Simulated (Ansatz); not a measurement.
# Si: response to biaxial strain in the a-b plane

The task here is to estimate one member of a computed series from the others.

Method: DFT LDA, scalar-relativistic, plane waves, PAW, in Ansatz 0.2.0.

2 further runs of the same task are left out: 2 set aside as unsound or not needed.

**The system as given**

The structure is hexagonal, space group P6_3/mmc (No. 194). Conventional cell: a = 3.802 Å, b = 3.802 Å, c = 6.289 Å, α = 90.00°, β = 90.00°, γ = 120.00°. Around Si (site symmetry 3m) lie 4 Si at 2.33 to 2.35 Å.

Structure file:

```cif
data_structure
_symmetry_space_group_name_H-M 'P6_3/mmc'
_symmetry_Int_Tables_number 194
_cell_length_a 3.8020
_cell_length_b 3.8020
_cell_length_c 6.2891
_cell_angle_alpha 90.000
_cell_angle_beta 90.000
_cell_angle_gamma 120.000
_cell_volume 78.73
loop_
_atom_site_label
_atom_site_type_symbol
_atom_site_symmetry_multiplicity
_atom_site_Wyckoff_symbol
_atom_site_fract_x
_atom_site_fract_y
_atom_site_fract_z
_atom_site_occupancy
Si1 Si 4 f 0.33333 0.66667 0.06303 1
```

It goes back to an entry of the Materials Project, which need not be the stable form.

This cell was relaxed beforehand with the same method: volume 19.68 Å³/atom, gap on the mesh 0.27 eV.

The unstrained cell comes from an earlier run at this level (4 atoms, E(σ→0) -2434.5539 eV, gap 0.27 eV over the zone).

The first run:

The input, input.yaml:

```yaml
crystal:
  lattice:
    - [3.7449458472, 0.0, 0.0]
    - [-1.8724729236, 3.2432182395, 0.0]
    - [0.0, 0.0, 6.3457222885]
  atoms:
    - { symbol: Si, position: [0.3333333333, 0.6666666667, 0.0630332922] }
    - { symbol: Si, position: [0.6666666667, 0.3333333333, 0.5630332922] }
    - { symbol: Si, position: [0.3333333333, 0.6666666667, 0.4369667078] }
    - { symbol: Si, position: [0.6666666667, 0.3333333333, 0.9369667078] }
basis:
  ecutwfc: 420
kpoints:
  mp_grid: { grid: [12, 12, 6] }
hamiltonian:
  xc: lda
scf:
  occupations: { method: gaussian, width: 0.02 }
output:
  forces: true
  stress: true
  eigenvalues: true
relax:
  adjacent_minimum: "off"
  f_tol: 0.008
  max_steps: 40
  cell: { stress_tol: 0.015, fix: [a, b, gamma] }
```

Run with:

```bash
$ ansatz run input.yaml --threads 1 --pin off --max-ram 2560MiB --backend cpu --events-out ev --progress --plain --runs-dir out
```

Steps of the session up to this table: Strain -1.5 %; Band edges over the zone at -1.5 %; At +1.5 %; Seeking the band edges at +1.5 %; At -3.0 %; Seeking the band edges at -3.0 %; At +3.0 %; Band edges over the zone at +3.0 %; The cell strained by -4.5 %; Strain +4.5 %; The gap over the whole zone at +4.5 %.

One table of the session follows, with a row left open; its other results are not shown here.

```
strain (%)  ΔE (meV/atom)  a (Å)  b (Å)  c (Å)
      -4.5           61.3  3.631  3.631  6.413
      -3.0              ?      ?      ?      ?
      -1.5            6.5  3.745  3.745  6.327
      +0.0            0.0  3.802  3.802  6.289
      +1.5            6.2  3.859  3.859  6.257
      +3.0           24.3  3.916  3.916  6.228
      +4.5           53.1  3.973  3.973  6.204
```

Estimate the missing values for strain (%) = -3.0.

Worked estimate for «ΔE (meV/atom)». A straight line through the neighbours (-4.5, 61.3) and (-1.5, 6.5) gives 61.3 + (6.5 − 61.3) × (-3.0 + 4.5) / (-1.5 + 4.5) = 33.9; a parabola fitted to 3 rows on both sides gives 26.9.

**Answer.** ΔE (meV/atom): 26.7; a (Å): 3.688; b (Å): 3.688; c (Å): 6.368. In «ΔE (meV/atom)» the line misses by +7.2 and the parabola by +0.2.

ΔE is over the unstrained cell. Stress in GPa, positive in compression, on the Cartesian axes of the input. Gaps are Kohn-Sham gaps over the whole zone (d direct, i indirect).
